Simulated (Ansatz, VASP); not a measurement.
## TiCo in VASP and in Ansatz

Contents of INCAR:

```
  PREC = Accurate
  ENCUT = 520
  EDIFF = 1E-6
  ISMEAR = -1
  SIGMA = 0.05
  LREAL = False
  LASPH = True
  NELM = 150
  ALGO = Normal
  ISIF = 2
  LWAVE = False
  LCHARG = False
  ISPIN = 2
  MAGMOM = 2 1
  LORBIT = 11
  LMAXMIX = 4
  GGA = PE
  NBANDS = 22
```

File KPOINTS:

```
regular mesh
0
Gamma
  9 9 9
```

Contents of POSCAR:

```
TiCo
1.0
    2.9251528449      0.0000000000      0.0000000000
    0.0000000000      2.9251528449      0.0000000000
    0.0000000000      0.0000000000      2.9251528449
Co Ti
1 1
Direct
    0.5000000000      0.5000000000      0.5000000000
    0.0000000000      0.0000000000      0.0000000000
```

The input input.yaml:

```yaml
crystal:
  lattice:
    - [2.9251528449, 0.0, 0.0]
    - [0.0, 2.9251528449, 0.0]
    - [0.0, 0.0, 2.9251528449]
  atoms:
    - { symbol: Co, position: [0.5, 0.5, 0.5], spin: 2.0 }
    - { symbol: Ti, position: [0.0, 0.0, 0.0], spin: 1.0 }
kpoints:
  mp_grid: { grid: [9, 9, 9] }
scf:
  occupations: { method: fermi_dirac, width: 0.05 }
hamiltonian:
  xc: pbe
  pseudopotentials: { kind: all_electron, lapw: { basis_error: 0.0005 } }
magnetization:
  spin_polarized: true
output:
  forces: true
  stress: true
  eigenvalues: true
```

Change from the starting cell: volume scaled by 0.94.

Alike in both runs: task single point; functional PBE; k mesh 9 × 9 × 9; occupations fermi-dirac, width 0.05 eV; collinear spin.

|  | VASP | Ansatz |
| --- | --- | --- |
| version | VASP 6.6.1 | Ansatz 0.2.0 |
| potentials or method | VASP PAW PBE potentials, release 64 (Co, Ti_sv) | all-electron LAPW, scalar-relativistic |
| plane-wave cutoff (eV) | 520 | see its input |

VASP gave:

| Quantity | Value |
| --- | --- |
| gap on the k mesh at the Fermi level (eV) | none |
| pressure (GPa) | 10.0 |
| net moment per atom (μB) | 0.33 |
| size of the moment on the site where the two differ most (μB) | 0.71 |

Q: Estimate Ansatz's values.

A: gap on the k mesh at the Fermi level (eV): none; pressure (GPa): 10.9; net moment per atom (μB): 0.36; size of the moment on the site where the two differ most (μB): 0.79.

Site moments also hang on the region over which each program counts them. A gap of «none» marks a metal or a gap that the smearing closes. Ansatz ran all-electron here, so the differences hold the error of VASP's frozen core and of both bases.
